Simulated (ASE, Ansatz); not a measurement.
**Forces and charges in generalised stacking fault on (110) of a KCl-RbCl solid solution (80 atoms)**

Aim: energy, forces, charges and density of states of generalised stacking fault on (110) of a KCl-RbCl solid solution (80 atoms) at a fixed geometry.

Program: Ansatz 0.2.0. Level of theory: Kohn-Sham DFT, PBE, PAW (set soft_2), plane waves. Results are calculated unless marked as measured.

## 1. Starting point

The cell holds 80 atoms: 13 Rb, 40 Cl and 27 K. Its edges and angles: a = 7.339 Å, b = 10.379 Å, c = 26.065 Å, α = 90.0°, β = 88.0°, γ = 90.0°. It derives from KCl and RbCl. CsCl-type KCl lattice (a = 3.6697 Å, the value set for the mixture), cell with z along [110], 2 x 2 x 5 periods; the third cell vector is tilted by 0.250 of [001] and lengthened by 0.1 Å, so the cell holds one fault; displaced by a Gaussian of 0.01 Å; 13 of 40 K sites given to Rb at random (lattice constant by Vegard's rule between KCl and RbCl).

Limits known from the start: The host structure and its lattice constant were typed by rule, without a check against the phase diagram.

## 2. Plane-wave single point

One self-consistent run at the given positions yields energy and forces.

input.yaml reads:

```yaml
crystal:
  lattice:
    - [7.3394, 0.0, 0.0]
    - [0.0, 10.37948, 0.0]
    - [0.91742, 0.0, 26.0487]
  atoms:
    - { symbol: Rb, position: [0.8747, 0.00092, 0.99566] }
    - { symbol: Cl, position: [0.23697, 0.00062, 0.09925] }
    - { symbol: K, position: [0.3761, 0.99894, 0.99608] }
    - { symbol: Cl, position: [0.73896, 0.9991, 0.09992] }
    - { symbol: K, position: [0.87316, 0.49869, 0.99572] }
    - { symbol: Cl, position: [0.23907, 0.49817, 0.09923] }
    - { symbol: K, position: [0.37297, 0.49943, 0.99551] }
    - { symbol: Cl, position: [0.74056, 0.49891, 0.09929] }
    - { symbol: K, position: [0.98905, 0.25071, 0.09866] }
    - { symbol: Cl, position: [0.22637, 0.24935, 0.19882] }
    - { symbol: Rb, position: [0.4876, 0.24975, 0.0991] }
    - { symbol: Cl, position: [0.7267, 0.24953, 0.19853] }
    - { symbol: K, position: [0.97715, 0.99888, 0.19899] }
    - { symbol: Cl, position: [0.21337, 0.00132, 0.29812] }
    - { symbol: Rb, position: [0.47496, 0.00078, 0.19902] }
    - { symbol: Cl, position: [0.71308, 0.99887, 0.29884] }
    - { symbol: K, position: [0.98623, 0.74814, 0.09963] }
    - { symbol: Cl, position: [0.2241, 0.75033, 0.19914] }
    - { symbol: K, position: [0.48904, 0.75142, 0.09866] }
    - { symbol: Cl, position: [0.72631, 0.74958, 0.1989] }
    - { symbol: K, position: [0.9749, 0.50196, 0.19937] }
    - { symbol: Cl, position: [0.21246, 0.49997, 0.29846] }
    - { symbol: K, position: [0.47512, 0.50155, 0.19845] }
    - { symbol: Cl, position: [0.71347, 0.49973, 0.29901] }
    - { symbol: K, position: [0.96106, 0.24855, 0.29879] }
    - { symbol: Cl, position: [0.19967, 0.25023, 0.39814] }
    - { symbol: K, position: [0.46395, 0.24952, 0.29866] }
    - { symbol: Cl, position: [0.69783, 0.25172, 0.39778] }
    - { symbol: Rb, position: [0.94756, 0.99859, 0.39799] }
    - { symbol: Cl, position: [0.18756, 0.00269, 0.49788] }
    - { symbol: Rb, position: [0.44716, 0.00218, 0.39826] }
    - { symbol: Cl, position: [0.68814, 0.99894, 0.49801] }
    - { symbol: K, position: [0.96262, 0.74991, 0.29759] }
    - { symbol: Cl, position: [0.19848, 0.75149, 0.3978] }
    - { symbol: Rb, position: [0.46271, 0.75012, 0.2985] }
    - { symbol: Cl, position: [0.70054, 0.7496, 0.39834] }
    - { symbol: K, position: [0.95082, 0.50076, 0.39757] }
    - { symbol: Cl, position: [0.18515, 0.49905, 0.49769] }
    - { symbol: K, position: [0.45105, 0.49924, 0.39807] }
    - { symbol: Cl, position: [0.68695, 0.50026, 0.49752] }
    - { symbol: Rb, position: [0.9381, 0.24981, 0.49807] }
    - { symbol: Cl, position: [0.17399, 0.24918, 0.5978] }
    - { symbol: K, position: [0.4385, 0.25017, 0.49754] }
    - { symbol: Cl, position: [0.67638, 0.24835, 0.59776] }
    - { symbol: K, position: [0.92611, 0.99892, 0.59714] }
    - { symbol: Cl, position: [0.16455, 0.99979, 0.6969] }
    - { symbol: K, position: [0.42877, 0.99889, 0.59774] }
    - { symbol: Cl, position: [0.66117, 0.00089, 0.6967] }
    - { symbol: K, position: [0.93954, 0.75044, 0.49765] }
    - { symbol: Cl, position: [0.17488, 0.74896, 0.59783] }
    - { symbol: K, position: [0.44044, 0.75048, 0.49779] }
    - { symbol: Cl, position: [0.67466, 0.74877, 0.59786] }
    - { symbol: K, position: [0.92505, 0.49884, 0.59711] }
    - { symbol: Cl, position: [0.16258, 0.4991, 0.69631] }
    - { symbol: Rb, position: [0.42547, 0.49942, 0.59705] }
    - { symbol: Cl, position: [0.66205, 0.50057, 0.69699] }
    - { symbol: Rb, position: [0.91351, 0.25001, 0.69702] }
    - { symbol: Cl, position: [0.14854, 0.24898, 0.79682] }
    - { symbol: K, position: [0.41271, 0.24964, 0.69698] }
    - { symbol: Cl, position: [0.65173, 0.25107, 0.79683] }
    - { symbol: K, position: [0.9016, 0.00029, 0.79629] }
    - { symbol: Cl, position: [0.13722, 0.9996, 0.89657] }
    - { symbol: K, position: [0.40171, 0.00109, 0.79594] }
    - { symbol: Cl, position: [0.63876, 0.00119, 0.896] }
    - { symbol: Rb, position: [0.91095, 0.74889, 0.69675] }
    - { symbol: Cl, position: [0.14732, 0.74988, 0.79577] }
    - { symbol: K, position: [0.41502, 0.74961, 0.69764] }
    - { symbol: Cl, position: [0.65083, 0.74917, 0.79655] }
    - { symbol: Rb, position: [0.89949, 0.50013, 0.79658] }
    - { symbol: Cl, position: [0.13974, 0.50137, 0.89549] }
    - { symbol: Rb, position: [0.40198, 0.50019, 0.79643] }
    - { symbol: Cl, position: [0.64002, 0.49923, 0.89666] }
    - { symbol: K, position: [0.88626, 0.24854, 0.89646] }
    - { symbol: Cl, position: [0.12647, 0.24951, 0.99587] }
    - { symbol: K, position: [0.38903, 0.24925, 0.89615] }
    - { symbol: Cl, position: [0.62466, 0.2492, 0.99604] }
    - { symbol: K, position: [0.88897, 0.74971, 0.89558] }
    - { symbol: Cl, position: [0.12453, 0.74949, 0.99572] }
    - { symbol: Rb, position: [0.38957, 0.75033, 0.89632] }
    - { symbol: Cl, position: [0.62783, 0.75161, 0.99571] }
kpoints:
  mp_grid: { grid: [2, 1, 1] }
hamiltonian:
  xc: pbe
scf:
  occupations: { method: gaussian, width: 0.025 }
output:
  forces: true
  stress: true
  populations: true
  dos:
    method: { smearing: { sigma: 0.15 } }
    de: 0.1
    projected: { site_lists: { Cl: [Cl], K: [K], Rb: [Rb] } }
  eigenvalues: true
  write_density: true
  write_potential: true
  volumetric_format: npy
```

Run with:

```bash
> ansatz run input.yaml --threads 8 --pin off --max-ram 15872MiB --backend cpu --events-out ev --progress --plain --runs-dir out
```

Numbers of over 12 decimals in the logs are rounded to 6 here.

Log:

```text
Engine: ansatz 0.2.0, aarch64-unknown-linux-gnu
Pseudopotentials: kind: paw
Pseudopotential: Rb, paw, valence charge 9, recommended cutoff 420 eV (normal), Rb.paw.azcp
Pseudopotential: Cl, paw, valence charge 7, recommended cutoff 420 eV (normal), Cl.paw.azcp
Pseudopotential: K, paw, valence charge 9, recommended cutoff 420 eV (normal), K.paw.azcp
[... 5 lines on functional and potentials left out ...]
Crystal: 80 atoms, lattice volume = 1984.368 Å³
Basis set: ecut = 420 eV, 38809 PW (Γ), exchange–correlation on 100×144×360 points (8 copies of the dense FFT grid, shifted against one another)
Bands: 400, of which v1, the nominal top of the filled ones, is band 320 counted from 1 (319 counted from 0)
Symmetry: 1 space group operations
Space group: P1 (ITA 1), of the structure as read, at distance tolerance 1.3e-4 Å
k-points: 2
[... 7 lines on functional and potentials left out ...]
Initial density: superposition of atomic densities (neutral atoms: chi_scale 0, normalization atom), corrected by the library's trained network
Initial wavefunctions: pseudopotential atomic-orbital guess
Functional: x = pbe(κ = 0.804, μ = 0.219515), c = pbe(β = 0.066725)
SCF iter   1: F=—  HF=-127321.089648 eV  |F-HF|=—  |Δ(HF+E_count)|=         —  Δρ=4.14e-4  dr2=5.59e-3  ethr=1.77e-3  ⟨swp⟩=12.5  Hψ=4819  notcnv=0  defer=41
preconditioner: auto → Resta (q_TF=auto, 2.259 Å⁻¹)  ε∞=2.9  [insulator: Δε(μ)=5.557 eV  Ē_g=14.325 eV  σ=0.025 eV  W_gap=1.00  n_scr=398 (ndim 8)  ℏωp=19.7 eV  f_vac=0.000  D(μ)=0.00/eV (n_scr^D=0)  ε∞_Penn≈2.9]
SCF iter   2: F=—  HF=-127321.066520 eV  |F-HF|=—  |Δ(HF+E_count)|=   2.31e-2  Δρ=1.95e-4  dr2=1.27e-3  ethr=8.74e-7  ⟨swp⟩=3.5  Hψ=1660  notcnv=0  defer=84
SCF iter   3: F=—  HF=-127321.066166 eV  |F-HF|=—  |Δ(HF+E_count)|=   3.54e-4  Δρ=7.70e-5  dr2=1.24e-4  ethr=1.99e-7  ⟨swp⟩=2.0  Hψ=1285  notcnv=0  defer=84
SCF iter   4: F=—  HF=-127321.066158 eV  |F-HF|=—  |Δ(HF+E_count)|=   7.82e-6  Δρ=2.91e-5  dr2=2.06e-5  ethr=1.94e-8  ⟨swp⟩=3.0  Hψ=1305  notcnv=0  defer=84
SCF iter   5: F=—  HF=-127321.064961 eV  |F-HF|=—  |Δ(HF+E_count)|=   1.20e-3  Δρ=4.93e-6  dr2=4.53e-7  ethr=3.21e-9  ⟨swp⟩=2.0  Hψ=1210  notcnv=0  defer=84
SCF iter   6: F=-127321.064961 eV  HF=-127321.064961 eV  |F-HF|=6.26e-10  |Δ(HF+E_count)|=   3.38e-7  Δρ=1.08e-6  dr2=2.58e-8  ethr=1.56e-11  ⟨swp⟩=18.5  Hψ=6850  notcnv=0
SCF 1 converged in 6 iterations: F = -127321.064961 eV  dr2 = 2.58e-8
  greatest PAW one-centre occupation: 0.988 electrons in one spin orbital (limit 2), on the K atom at site 8 (counted from 0), in its partial waves of l = 0
SCF converged after 6 iterations
Free energy (F): -127321.064961 eV
Harris-Foulkes:  -127321.064961 eV  (|F-HF|=6.26e-10)
Internal energy: -127321.064961 eV  (E = F + TS)
E sigma→0 (E₀):  -127321.064961 eV
Fermi energy:    6.443890 eV
--- Per-component energies (eV) ---
  E_band       = -3490.145547
  E_kinetic    = 15939.098323
  E_local      = -27164.132648  (includes V_loc(G=0)·N_el)
  E_nonlocal   = 3739.216211
  E_hartree    = 8175.593662
  E_xc         = -9709.677604
  E_vxc        = -11216.436620  (∫ρ·V_xc dr)
  E_paw        = -81520.292733  (= ΣΔE_a)
  E_vpaw       = -1139.080790  (= ΣTr[D̂ρ^β])
  E_aug_tail   = 0.003472  (compensation charges beyond the density's cutoff)
  E_ewald      = -36780.873644
  E_smearing   = -0.000000  (= −TS)
  E_closure    = -0.000000  (closes the sum)
  Σ components = -127321.064961   (vs F -127321.064961, Δ=0.00e0)
--- Forces (eV/Å), atoms counted from 1 ---
  atom   1  Rb     0.28533456    -0.02861573    -0.45485530
  atom   2  Cl    -0.30297871    -0.17422085     0.14421008
  atom   3  K      0.09885195     0.00991486    -0.34884644
  atom   4  Cl    -0.11073436    -0.10974427     0.50439404
  atom   5  K      0.16870263     0.02711630    -0.36840046
  atom   6  Cl    -0.22222367     0.20804487     0.28249997
  atom   7  K      0.14115799     0.02079317    -0.33682074
  atom   8  Cl    -0.09545075     0.14751642     0.27847541
  atom   9  K     -0.14492443    -0.01395682     0.42768220
  atom  10  Cl    -0.21721734     0.17144381     0.14665224
  atom  11  Rb    -0.24880542     0.00193431     0.57286846
  atom  12  Cl     0.16804394     0.15003152     0.14803523
  atom  13  K     -0.02822352     0.04736029    -0.01352473
  atom  14  Cl    -0.20006254     0.09099891    -0.08378678
[...]
atom  79  Rb    -0.02771510     0.02246619    -0.01577570
  atom  80  Cl     0.10322748    -0.17069968    -0.15314799
  max |Σ_I F_I| component: 2.09e-5 eV/Å
--- Stress (GPa, compression-positive) ---
        5.133388       0.008057      -0.325487
        0.008057       4.766248      -0.001519
       -0.325487      -0.001519       5.546857
  P = ⅓ Tr σ = 5.1488 GPa (51.488 kbar)
--- Band table (eV) ---
  k-point 0: bands = ["-24.1677", "-24.1625", "-24.1620", "-24.1585", [... 384 levels ...], "12.0549", "12.0598", "12.0866", "12.1072", "12.1594", "12.1945", "12.2585", "12.2637", "12.2675", "12.2795", "12.2968", "12.3175"]
  k-point 1: bands = ["-24.1670", "-24.1606", "-24.1591", "-24.1535", [... 384 levels ...], "12.1015", "12.1463", "12.1646", "12.2011", "12.2066", "12.2126", "12.2655", "12.2677", "12.2857", "12.3010", "12.3211", "12.3318"]
--- Löwdin populations: 80 sites ---
  site symbol       q [e]
     0     Rb      8.1950
     1     Cl      7.6987
     2      K      8.2500
[...]
79     Cl      7.6988
  spilling = 0.004358 (of n_electrons = 640.000000)
```

It took 40 s on 8 threads of Arm Neoverse V2, shared host; peak memory 6.8 GiB; 5.2 min of CPU time.

The column dr2 measures how far the density is from self-consistency, as an energy; F and HF (Harris–Foulkes) agree once it is small.

The run gave:

| Quantity | Value |
| --- | --- |
| free energy | -127321.0650 eV |
| free energy per atom | -1591.5133 eV/atom |
| SCF cycles | 6 |
| pressure | 5.149 GPa |
| r.m.s. force component | 0.1468 eV/Å |
| longest force | 0.786 eV/Å |
| Fermi energy | 6.444 eV |
| gap (highest filled to lowest empty level) | 5.562 eV |
| spilling of the projection | 0.004358 |

Neighbours are counted within 3.58 Å (Cl-K), 3.58 Å (Cl-Rb).

Length of the force by element and coordination:

```tsv
element	coordination	atoms	mean length of the force (eV/Å)	spread	least	most
Cl	all	40	0.271	0.121	0.123	0.786
Cl	7	8	0.420	0.165	0.239	0.786
Cl	8	32	0.234	0.0671	0.123	0.355
K	all	27	0.120	0.143	0.0072	0.452
K	7	6	0.382	0.047	0.300	0.452
K	8	21	0.0455	0.0205	0.0072	0.0886
Rb	all	13	0.133	0.193	0.0238	0.625
Rb	7	2	0.581	0.0434	0.538	0.625
Rb	8	11	0.051	0.0175	0.0238	0.0768
```

Löwdin charges by element and coordination (they lack the spilled electrons, 0.035 e an atom on average):

```tsv
element	coordination	atoms	mean charge (e)	spread	least	most
Cl	all	40	-0.699	6.0e-4	-0.701	-0.698
Cl	7	8	-0.699	7.0e-4	-0.701	-0.698
Cl	8	32	-0.699	6.0e-4	-0.701	-0.698
K	all	27	0.755	0.0063	0.742	0.766
K	7	6	0.759	0.0054	0.75	0.766
K	8	21	0.754	0.0062	0.742	0.763
Rb	all	13	0.797	0.0054	0.787	0.805
Rb	7	2	0.803	0.0019	0.801	0.805
Rb	8	11	0.796	0.0051	0.787	0.804
```

States in the cell by windows of 1 eV, zero at the Fermi level; the larger projections on atomic orbitals stand beside the total:

```tsv
from (eV)	to (eV)	total	Cl p	Cl s	Rb p	K p
-18	-17	0.0	0.0	0.0	0.0	0.0
-17	-16	0.1	0.0	0.1	0.0	0.0
-16	-15	78.9	0.2	66.3	0.8	6.6
-15	-14	88.6	0.8	3.3	0.2	84.3
-14	-13	74.4	0.3	4.6	0.1	69.2
-13	-12	0.0	0.0	0.0	0.0	0.0
-12	-11	51.2	1.2	0.7	48.9	0.2
-11	-10	26.8	0.4	0.4	25.9	0.1
-10	-6	0.0	0.0	0.0	0.0	0.0
-6	-5	0.2	0.2	0.0	0.0	0.0
-5	-4	73.8	68.3	0.2	0.6	0.5
-4	-3	137.6	132.4	0.3	1.2	0.7
-3	-2	28.4	28.0	0.0	0.1	0.0
-2	2	0.0	0.0	0.0	0.0	0.0
2	3	1.0	0.0	0.2	0.0	0.0
3	4	15.0	0.2	0.5	0.0	0.0
4	5	60.2	1.4	1.5	0.1	0.1
```

The stored curve holds about 560 of the 640 electrons; the rest, give or take the few that broadening carries across the Fermi level, lie in deeper levels below its range.

The levels nearest the highest filled one (over half full), pooled over k-points and spins:

```tsv
level less the highest filled one (eV)	occupation
-0.104	2
-0.0704	2
-0.0487	2
-0.0474	2
-0.0252	2
0	2
5.56	0
6.03	0
6.14	0
6.22	0
6.26	0
6.31	0
```

Electrostatic potential energy in the ca plane at fractional y = 0.000, with atoms of Rb and Cl and K within 0.2 Å of it. With pseudopotentials it is smooth inside the atoms' cores, unlike the true potential.

Ten even steps from '0' (-55 eV) to '9' (10 eV), each cell a mean:
```
21268999999983000389999999963125899999999742
43479999999984000389999999963124899999999731
76789999999997413689999999974336899999999742
99999986579999877899988899997678999999999865
99999962137999999999853479999999999766899988
99999951015999999999620159999999998412599999
99999973136999999999721159999999997201489999
87899997679999888999853479999999998412599999
22479999999998656899998899998789999766899998
00058999999986101589999999985447999999999876
00048999999984000389999999963125899999999742
10168999999984000389999999963124899999999731
65689999999997312689999999985336899999999742
88999986579999878899988899998778999999999865
99999962137999999999853479999999999756899988
99999951026999999999620159999999998312599999
99999973137999999999721159999999997201489999
88899997679999888999853479999999998422599999
54589999999998656899998899998889999866899998
21369999999986101689999999986457999999999976
```
Columns run along c (16.0 Å, from fractional 0.19 to 0.80 of the cell; values clipped at the 3rd and 97th percentile), rows up along a (7.3 Å). Atoms in or near the plane, at fractional coordinates: K at (0.20, 0.98), Cl at (0.30, 0.21), Rb at (0.20, 0.47), Cl at (0.30, 0.71), Rb at (0.40, 0.95), Cl at (0.50, 0.19), Rb at (0.40, 0.45), Cl at (0.50, 0.69), K at (0.60, 0.93), Cl at (0.70, 0.16), K at (0.60, 0.43), Cl at (0.70, 0.66), K at (0.80, 0.90), K at (0.80, 0.40).

(Part 1 of 2 ends here.)

[Logs are printed without paths, hosts, clocks, repeated set-up lines and the standing remarks that a program may print on its own settings, such as how far it seeks lower states.]

[Hosts, paths, dates, database ids (printed as entryN), source tags and the programs' standing remarks are cut or masked in the printed files.]
